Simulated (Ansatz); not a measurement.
Energy ranking of AlGa2As3 structures

These are results of DFT PBE, scalar-relativistic, plane waves, PAW in Ansatz 0.2.0, not measurements. Settings: cutoff 420 eV, Γ-centred meshes spaced at most about 0.3 Å⁻¹, and about 0.25 Å⁻¹ or finer for metals (2π included), Gaussian smearing. No spin polarisation.

Formation energies are uncorrected and refer to the elements' standard structures at the same level.

All energies are static (0 K, no zero-point motion). The comparison covers the computed candidates alone. The k mesh leaves some 4 meV/atom of noise in the energy of each metallic cell. No dispersion correction is applied, so the spacing and binding between layers, chains or molecules are poorly described (P4/mmm at 20.9 Å³/atom), and this can change margins and order among such cells. Kohn–Sham gaps at this level usually fall short of measured ones. The reference form of As is held partly by dispersion forces, which this level lacks.

Invented guesses were relaxed alike, and ends that match in structure were merged. ΔE counts from the first row. Coordination counts As atoms around Al and Ga (those within 1.25 times the shortest such distance or 1.15 times the sum of covalent radii; a plus sign parts nearer from farther groups; the shortest distance is added where it is long for a bond; a slash parts the counts of unlike sites). The ends were matched against large subsets of the Crystallography Open Database and the Materials Project, so a missing match doesn't prove that a structure is unreported.

| # | reached from | type and space group | atoms | Å³/atom | coordination | ΔE (meV/atom) | gap on mesh (eV) | in databases |
| --- | --- | --- | --- | --- | --- | --- | --- | --- |
| 1 | Al and Ga ordered on zinc blende sites | P3m1 (No. 156) | 6 | 23.6 | Al 4, Ga 4 | 0 | 0.53 | no match |
| 2 | Al and Ga ordered on zinc blende sites | I-4m2 (No. 119) | 6 | 23.6 | Al 4, Ga 4 | 1 | 0.64 | no match |
| 3 | Li3Tl2Cd type (P4/mmm) | P4/mmm (No. 123) | 6 | 20.9 | Al 8, Ga 4+4 from 2.9 Å | 523 | 0.00 | no match |
| 4 | random cell | Immm (No. 71) | 6 | 22.8 | Al 4, Ga 3 | 531 | 0.00 | no match |
| 5 | Sr2Si3Ni type (P-6m2) | P-6m2 (No. 187) | 6 | 21.6 | Al 3, Ga 9 from 3.2 Å | 605 | 0.00 | no match |
| 6 | CeB2Ir3 type (P6/mmm) | P6/mmm (No. 191) | 6 | 22.9 | Al 12 from 3.7 Å, Ga 6 | 783 | 0.00 | no match |
| 7 | random cell | P4/mmm (No. 123) | 6 | 31.9 | Al 2, Ga 2+4 | 790 | 0.00 | no match |
| 8 | random cell | P-6m2 (No. 187) | 6 | 31.8 | Al 6 from 3.7 Å, Ga 2/6 from 3.7 Å | 1047 | 0.00 | no match |

The first two are tied within the noise. The first: Space group P3m1 (No. 156), trigonal, a = 4.059 Å, c = 9.940 Å. Al is surrounded by 4 As at 2.48 Å; Ga on its first site has 4 As at 2.49 Å; Ga on its second site is surrounded by 4 As at 2.48–2.49 Å; As on its first site has 4 Ga at 2.48–2.49 Å; As on its second site has 1 Al at 2.48 Å and 3 Ga at 2.49 Å; 1 more site not described. Its energy over the elements is −0.396 eV/atom. Whether it is stable depends on the other phases of the system, which aren't compared here. An observed structure of this formula, if there is one, may be missing.

```cif
data_structure
_symmetry_space_group_name_H-M 'P3m1'
_symmetry_Int_Tables_number 156
_cell_length_a 4.0591
_cell_length_b 4.0591
_cell_length_c 9.9398
_cell_angle_alpha 90.000
_cell_angle_beta 90.000
_cell_angle_gamma 120.000
_cell_volume 141.83
loop_
_atom_site_label
_atom_site_type_symbol
_atom_site_symmetry_multiplicity
_atom_site_Wyckoff_symbol
_atom_site_fract_x
_atom_site_fract_y
_atom_site_fract_z
_atom_site_occupancy
Al1 Al 1 b 0.33333 0.66667 0.66716 1
Ga1 Ga 1 a 0.00000 0.00000 0.99977 1
Ga2 Ga 1 c 0.66667 0.33333 0.33327 1
As1 As 1 c 0.66667 0.33333 0.08335 1
As2 As 1 b 0.33333 0.66667 0.41740 1
As3 As 1 a 0.00000 0.00000 0.74904 1
```

The second: Space group I-4m2 (No. 119), tetragonal, a = 4.059 Å, c = 17.215 Å. Al has 4 As at 2.48 Å; around Ga lie 4 As at 2.49 Å; around As on a site of symmetry -4m2 lie 4 Ga at 2.49 Å; around As on a site of symmetry 2mm lie 2 Al at 2.48 Å and 2 Ga at 2.49 Å. Counting As atoms around Al and Ga, the first and the second both have Al 4, Ga 4. Shaken at random and relaxed again, row 2 came back. Cells without such a test can be saddle points.

```cif
data_structure
_symmetry_space_group_name_H-M 'I-4m2'
_symmetry_Int_Tables_number 119
_cell_length_a 4.0594
_cell_length_b 4.0594
_cell_length_c 17.2150
_cell_angle_alpha 90.000
_cell_angle_beta 90.000
_cell_angle_gamma 90.000
_cell_volume 283.68
loop_
_atom_site_label
_atom_site_type_symbol
_atom_site_symmetry_multiplicity
_atom_site_Wyckoff_symbol
_atom_site_fract_x
_atom_site_fract_y
_atom_site_fract_z
_atom_site_occupancy
Al1 Al 2 a 0.00000 0.00000 0.00000 1
Ga1 Ga 4 e 0.50000 0.50000 0.16656 1
As1 As 2 d 0.50000 0.00000 0.25000 1
As2 As 4 f 0.00000 0.50000 0.41725 1
```
